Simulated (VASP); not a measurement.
**Ni: single point with HSE06**

Ni:

```
CELL_PARAMETERS angstrom
0.00000 1.73114 1.73114
1.73114 0.00000 1.73114
1.73114 1.73114 0.00000
ATOMIC_POSITIONS crystal
Ni 0.00000 0.00000 0.00000
```

```json
{
  "Program": "VASP 6.6.1",
  "Task": "single point",
  "Functional": "HSE06",
  "Potentials or basis": "VASP PAW PBE potentials, release 64 (Ni)",
  "Cutoff": "520 eV",
  "k mesh": "10 × 10 × 10",
  "Occupations": "gaussian, width 0.1 eV",
  "Spin": "collinear spin, ferromagnetic start",
  "Starting moments": "[1.0] μB",
  "Grid for exact exchange (PRECFOCK)": "Fast",
  "Screening parameter": "0.2 1/A",
  "Further INCAR settings": "ALGO = Normal; EDIFF = 1e-07; NBANDS = 15"
}
```

```yaml
Pressure: 6.9 GPa
Band_gap_on_the_k_mesh: none (metal or under the smearing width)
Net_moment: 0.77 μB per cell
Site_moments: Ni +0.79 μB
Valence_electrons_inside_the_program's_atomic_spheres: Ni 9.44
```

Levels at points of the mesh, in eV from the Fermi level:
Spin up:
```tsv
k point	band 3	band 4	band 5	band 6	band 7	band 8
(0.00, 0.00, 0.00)	-4.83	-4.83	-3.37	-3.37	25.38	29.78
(0.50, 0.00, 0.00)	-4.72	-2.60	-2.60	-0.44	6.38	23.71
(0.50, 0.50, 0.00)	-2.55	-2.55	-2.53	2.88	10.36	16.41
```
Spin down:
| k point | band 3 | band 4 | band 5 | band 6 | band 7 | band 8 |
| --- | --- | --- | --- | --- | --- | --- |
| (0.00, 0.00, 0.00) | -2.43 | -2.35 | -2.35 | -2.35 | 24.77 | 29.57 |
| (0.50, 0.00, 0.00) | -3.41 | -0.93 | 0.12 | 0.12 | 7.57 | 23.29 |
| (0.50, 0.50, 0.00) | -1.51 | 1.02 | 1.02 | 2.29 | 10.62 | 16.20 |

Run time: 55 min on 1 thread of Intel(R) Xeon(R) 6975P-C (Granite Rapids), with other jobs on the host, peak memory 0.24 GiB.

Caveat: the PAW data sets were made with another functional, which shifts forces and pressure a little.
